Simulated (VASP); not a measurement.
Crystal: LaB6.

```
La B
1.0
     4.17543    0.01624   -0.02793
     0.01624    4.17547   -0.02146
    -0.02793   -0.02146    4.14370
La B
1 6
Direct
  0.00668 0.99589 0.99874
  0.20283 0.50289 0.49622
  0.49840 0.20365 0.50347
  0.80821 0.48841 0.49844
  0.50487 0.81058 0.49509
  0.50089 0.50293 0.20109
  0.49463 0.49597 0.79396
```

The cell was built by a generator and needn't be a form met in nature.

- Program: VASP 6.6.1
- Task: relaxation of cell and atoms
- Functional: PBE
- Potentials or basis: VASP PAW PBE potentials, release 64 (La, B)
- Cutoff: 600 eV
- k mesh: 4 × 4 × 4, shifted
- Occupations: fermi-dirac, width 0.1 eV
- Spin: no spin polarisation

At the start: pressure -0.8 GPa; volume 10.32 Å³/atom.

Q: How do energy, volume and symmetry change on relaxing?

A: Over 14 steps the energy falls by 17.5 meV/atom and the volume is 10.25 Å³/atom (-0.7 %); space group Pm-3m (No. 221, to 0.05 Å).

The path:
```csv
step,energy change (eV),largest force (eV/Å),pressure (GPa),volume (Å³)
1,0.0000,1.5457,-0.85,72.24
2,-0.0558,1.2736,0.62,71.66
3,-0.1045,0.4821,-0.29,71.89
4,-0.1168,0.2709,0.23,71.66
5,-0.1183,0.1740,0.08,71.71
6,-0.1217,0.0700,0.00,71.73
7,-0.1222,0.0922,-0.04,71.75
8,-0.1223,0.1130,0.12,71.72
9,-0.1225,0.0444,0.04,71.73
10,-0.1228,0.0245,-0.02,71.75
11,-0.1228,0.0276,-0.03,71.75
12,-0.1228,0.0176,0.00,71.74
13,-0.1228,0.0142,0.00,71.74
14,-0.1228,0.0094,0.01,71.74
```

Final structure:
```yaml
crystal:
  lattice:
    - [4.15220, -0.00002, 0.00009]
    - [0.00000, 4.16094, 0.00001]
    - [0.00010, -0.00009, 4.15218]
  atoms:
    - { symbol: La, position: [0.00243, 0.00005, 0.99814] }
    - { symbol: B, position: [0.20177, 0.50008, 0.49817] }
    - { symbol: B, position: [0.50228, 0.20062, 0.49815] }
    - { symbol: B, position: [0.80290, 0.50008, 0.49818] }
    - { symbol: B, position: [0.50238, 0.79948, 0.49815] }
    - { symbol: B, position: [0.50237, 0.50000, 0.19760] }
    - { symbol: B, position: [0.50236, 0.50001, 0.79862] }
```

Caveat: the k mesh is coarse (spacing up to 0.38 Å⁻¹), so the values aren't converged.
